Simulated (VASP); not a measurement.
# In (I4/mmm) in VASP: density of states with PBE

Aim: the density of states of In with PBE.

Everything below comes from runs of VASP 6.6.1. Logs are shortened: lines on timing, memory, paths and dates and some standing lists are left out, and cuts for length are marked.

### 1 Starting point

Symmetry: I4/mmm, No. 139, tetragonal system. The conventional cell has a = 3.390 Å, b = 3.390 Å, c = 4.785 Å, α = 90.00°, β = 90.00°, γ = 90.00°. Around In (site symmetry 4/mmm) lie 12 In at 3.39 Å.

### 2 Density of states, PBE

Contents of POSCAR:

```
In
1.0
   -1.6950972428      1.6950972428      2.3922503790
    1.6950972428     -1.6950972428      2.3922503790
    1.6950972428      1.6950972428     -2.3922503790
In
1
Direct
    0.0000000000      0.0000000000      0.0000000000
```

Contents of INCAR.step1:

```
  ALGO = Fast
  EDIFF = 1E-7
  ENCUT = 520
  GGA = PE
  ISIF = 2
  ISMEAR = 0
  LASPH = True
  LCHARG = True
  LREAL = False
  LWAVE = False
  NBANDS = 12
  NELM = 100
  PREC = Accurate
  SIGMA = 0.1
```

Contents of KPOINTS.step1:

```
k-points
0
Gamma
  18 18 18
```

Contents of INCAR.step2:

```
  ALGO = Fast
  EDIFF = 1E-7
  ENCUT = 520
  GGA = PE
  ICHARG = 11
  ISIF = 2
  ISMEAR = -5
  LASPH = True
  LCHARG = False
  LORBIT = 11
  LREAL = False
  LWAVE = False
  NBANDS = 12
  NEDOS = 2001
  NELM = 100
  PREC = Accurate
  SIGMA = 0.1
```

Contents of KPOINTS.step2:

```
k-points
0
Gamma
  27 27 27
```

Potentials or basis: VASP PAW PBE potentials, release 64 (In_d).

Command:

```bash
$ cat potpaw_PBE.64/In_d/POTCAR > POTCAR
$ cp INCAR.step1 INCAR
$ cp KPOINTS.step1 KPOINTS
$ mpirun -np 1 vasp_std > vasp.out
$ cp INCAR.step2 INCAR
$ cp KPOINTS.step2 KPOINTS
$ mpirun -np 1 vasp_std > vasp.out
```

OUTCAR:

```text
EDIFF = 1E-7
   ENCUT = 520
   GGA = PE
   ICHARG = 11
   ISIF = 2
   ISMEAR = -5
   LASPH = True
   LORBIT = 11
   LREAL = False
   NELM = 100
   PREC = Accurate

 ion  position               nearest neighbor table
   1  0.000  0.000  0.000-

  LATTYP: Found a body centered tetragonal cell.
 ALAT       =     3.3901944856
 C/A-ratio  =     1.4112761903

  Lattice vectors:

 A1 = (  -1.6950972428,   1.6950972428,   2.3922503790)
 A2 = (   1.6950972428,  -1.6950972428,   2.3922503790)
 A3 = (   1.6950972428,   1.6950972428,  -2.3922503790)

Analysis of symmetry for initial positions (statically):
=====================================================================
 Subroutine PRICEL returns:
 Original cell was already a primitive cell.

 Routine SETGRP: Setting up the symmetry group for a
 body centered tetragonal supercell.

 Subroutine GETGRP returns: Found 16 space group operations
 (whereof 16 operations were pure point group operations)
 out of a pool of 16 trial point group operations.

The static configuration has the point symmetry D_4h.

Analysis of symmetry for dynamics (positions and initial velocities):
=====================================================================
 Subroutine PRICEL returns:
 Original cell was already a primitive cell.

 Routine SETGRP: Setting up the symmetry group for a
 body centered tetragonal supercell.

 Subroutine GETGRP returns: Found 16 space group operations
 (whereof 16 operations were pure point group operations)
 out of a pool of 16 trial point group operations.

The dynamic configuration has the point symmetry D_4h.

 Subroutine INISYM returns: Found 16 space group operations
 (whereof 16 operations are pure point group operations),
 and found     1 'primitive' translations

----------------------------------------------------------------------------------------

                                     Primitive cell

  volume of cell :      27.4951

  direct lattice vectors                    reciprocal lattice vectors
    -1.695097243  1.695097243  2.392250379     0.000000000  0.294968328  0.209008223
     1.695097243 -1.695097243  2.392250379     0.294968328  0.000000000  0.209008223
     1.695097243  1.695097243 -2.392250379     0.294968328  0.294968328  0.000000000

  length of vectors
     3.386675538  3.386675538  3.386675538     0.361511759  0.361511759  0.417148210

  position of ions in fractional coordinates (direct lattice)
     0.000000000  0.000000000  0.000000000

  ion indices of the primitive-cell ions
   primitive index   ion index
                 1           1
[... 89 lines left out ...]
   ISMEAR =    -5;   SIGMA  =   0.10  broadening in eV -4-tet -1-fermi 0-gaus
   EFERMI_NEDOS =   21; number of points for ismear=-14 and -15
   IALGO  =     68    algorithm
   IMIX   =      4    mixing-type and parameters
     AMIX     =   0.40;   BMIX     =  1.00
     AMIX_MAG =   1.60;   BMIX_MAG =  1.00
  volume/ion in A,a.u.               =      27.50       185.55
  Fermi-wavevector in a.u.,A,eV,Ry     =   1.275373  2.410106 22.130925  1.626577
  Thomas-Fermi vector in A             =   2.408089
   LORBIT       =     11    0 simple, 1 ext, 2 COOP (PROOUT), +10 PAW based schemes
   GGA     = PE    functional components
   LHFCALC =     F    Hartree Fock is set to
   AEXX    =    0.0000 exact exchange contribution
   IVDW    =     0    specifies the selected vdW correction
   LEPSILON=     F    determine dielectric tensor
   LRPA    =     F    only Hartree local field effects (RPA)
 non-spin polarized calculation
 RMM-DIIS sequential band-by-band and
 Fermi weights with tetrahedron method with Bloechl corrections
  energy-cutoff  :      520.00
  volume of cell :       27.50
 maximum number of plane-waves:       754
 NGX is ok and might be reduce to    28

 number of electron      12.9999997 magnetization

 Free energy of the ion-electron system (eV)
  ---------------------------------------------------
  ext. energy  EPLUGINS =         0.00000000
  ---------------------------------------------------
  free energy    TOTEN  =        -2.55954619 eV

  energy without entropy =       -2.55954619  energy(sigma->0) =       -2.55954619

 E-fermi :   6.9885     XC(G=0): -10.0196

 val. band max:        7.1218189146   @ k =  -0.3333   0.3333   0.2963
 cond. band min:       6.8206242328   @ k =  -0.3704   0.3704   0.3333
 fundamental gap:     -0.3011946818
 Fermi energy:         6.9884547574

 k-point     1 :       0.0000    0.0000    0.0000
  band No.  band energies     occupation
      1      -7.6165      2.00000
      2      -7.6165      2.00000
      3      -7.6142      2.00000
      4      -7.4674      2.00000
      5      -7.4648      2.00000
      6      -2.2364      2.00000
      7      17.0968      0.00000
      8      17.1018      0.00000
      9      17.1018      0.00000
     10      18.3833      0.00000
     11      20.5512      0.00000
     12      20.5539      0.00000
[... 331 lines left out ...]
 k-point    24 :       0.3704    0.0370    0.0000
  band No.  band energies     occupation
      1      -7.6548      2.00000
      2      -7.5979      2.00000
      3      -7.5944      2.00000
      4      -7.3678      2.00000
      5      -7.3533      2.00000
      6       0.9312      2.00000
      7       6.1765      2.07130
      8      14.6397      0.00000
      9      15.4401      0.00000
     10      17.7076      0.00000
     11      19.3982      0.00000
     12      19.4826      0.00000

 [... further k-points ...]

------------------------ aborting loop because EDIFF is reached ----------------------------------------

  FORCE on cell =-STRESS in cart. coord.  units (eV):
  Direction    XX          YY          ZZ          XY          YZ          ZX
  --------------------------------------------------------------------------------------
  -------------------------------------------------------------------------------------
  Total        0.0349011      0.0349011      0.0378003      0.0000000      0.0000000      0.0000000
  in kB        2.0337351      2.0337351      2.2026756      0.0000000      0.0000000      0.0000000
  external PRESSURE =       2.0900486 kB  Pullay stress =       0.0000000 kB

 VOLUME and BASIS-vectors are now :
 -----------------------------------------------------------------------------
  energy-cutoff  :      520.00
  volume of cell :       27.50
      direct lattice vectors                 reciprocal lattice vectors
    -1.695097243  1.695097243  2.392250379     0.000000000  0.294968328  0.209008223
     1.695097243 -1.695097243  2.392250379     0.294968328  0.000000000  0.209008223
     1.695097243  1.695097243 -2.392250379     0.294968328  0.294968328  0.000000000

 POSITION                                       TOTAL-FORCE (eV/Angst)
 -----------------------------------------------------------------------------------
      0.00000      0.00000      0.00000        -0.000000      0.000000      0.000000
 -----------------------------------------------------------------------------------
    total drift:                                0.000000     -0.000000     -0.000000

  FREE ENERGIE OF THE ION-ELECTRON SYSTEM (eV)
  ---------------------------------------------------
  free  energy   TOTEN  =        -2.5595461916 eV

  energy  without entropy=       -2.5595461916  energy(sigma->0) =       -2.55954619

 total charge

# of ion       s       p       d       tot
------------------------------------------
    1        1.007   0.462   9.846  11.315
```

OSZICAR.step1:

```text
N       E                     dE             d eps       ncg     rms          rms(c)
DAV:   1     0.791640267216E+02    0.79164E+02   -0.62307E+03 11664   0.134E+03
DAV:   2     0.132956609169E+01   -0.77834E+02   -0.75847E+02 12040   0.292E+02
DAV:   3    -0.249399977184E+01   -0.38236E+01   -0.38116E+01 13724   0.649E+01
DAV:   4    -0.258256186256E+01   -0.88562E-01   -0.88536E-01 14752   0.989E+00
DAV:   5    -0.258635095099E+01   -0.37891E-02   -0.37890E-02 15960   0.181E+00    0.206E+00
RMM:   6    -0.256614974612E+01    0.20201E-01   -0.26922E-02 14126   0.256E+00    0.110E+00
RMM:   7    -0.256240152900E+01    0.37482E-02   -0.10901E-02 13605   0.134E+00    0.238E-01
RMM:   8    -0.256230209388E+01    0.99435E-04   -0.16463E-03 15220   0.645E-01    0.517E-02
RMM:   9    -0.256236494722E+01   -0.62853E-04   -0.54172E-04 17464   0.255E-01    0.477E-02
RMM:  10    -0.256237226402E+01   -0.73168E-05   -0.15687E-04 15814   0.226E-01    0.628E-03
RMM:  11    -0.256237752245E+01   -0.52584E-05   -0.70231E-05 18996   0.900E-02    0.128E-02
RMM:  12    -0.256237910400E+01   -0.15815E-05   -0.12824E-05 16837   0.435E-02    0.318E-02
RMM:  13    -0.256237850974E+01    0.59425E-06   -0.37796E-06 14929   0.306E-02    0.182E-02
RMM:  14    -0.256237844168E+01    0.68061E-07   -0.21685E-06 14925   0.188E-02    0.247E-03
RMM:  15    -0.256237835362E+01    0.88063E-07   -0.71980E-07 12668   0.810E-03
   1 F= -.25623784E+01 E0= -.25612085E+01  d E =-.233977E-02
```

Run time: 6.5 min. Hardware: 1 thread of AMD EPYC 9R45 (Zen 5), shared host; peak memory 0.54 GiB.

Results:

```yaml
Valence_electrons_inside_the_program's_atomic_spheres: In 11.31
```

States per cell in windows of 0.5 eV (zero at the Fermi level; states under -8 eV left out):
```csv
from (eV),total,In1_p,In1_s,In1_d
-8.0,0.11,0.00,0.05,0.00
-7.5,0.11,0.01,0.05,0.00
-7.0,0.14,0.01,0.06,0.00
-6.5,0.14,0.01,0.06,0.00
-6.0,0.17,0.02,0.07,0.00
-5.5,0.16,0.02,0.07,0.00
-5.0,0.18,0.02,0.07,0.00
-4.5,0.23,0.02,0.10,0.01
-4.0,0.19,0.02,0.08,0.00
-3.5,0.18,0.02,0.08,0.00
-3.0,0.18,0.03,0.07,0.00
-2.5,0.21,0.04,0.07,0.00
-2.0,0.14,0.04,0.02,0.00
-1.5,0.20,0.06,0.02,0.00
-1.0,0.30,0.09,0.04,0.01
-0.5,0.22,0.06,0.04,0.01
0.0,0.26,0.08,0.04,0.01
0.5,0.24,0.07,0.03,0.01
1.0,0.24,0.08,0.03,0.01
1.5,0.28,0.09,0.03,0.01
2.0,0.27,0.09,0.02,0.01
2.5,0.32,0.11,0.03,0.02
3.0,0.30,0.10,0.02,0.02
3.5,0.38,0.14,0.02,0.02
4.0,0.35,0.13,0.02,0.02
4.5,0.32,0.13,0.01,0.02
5.0,0.34,0.13,0.01,0.02
5.5,0.28,0.11,0.01,0.02
6.0,0.29,0.12,0.01,0.02
6.5,0.24,0.10,0.01,0.01
7.0,0.24,0.10,0.01,0.01
7.5,0.35,0.11,0.02,0.04
```

Caveat: tetrahedron occupations give inexact forces and stress in metals.
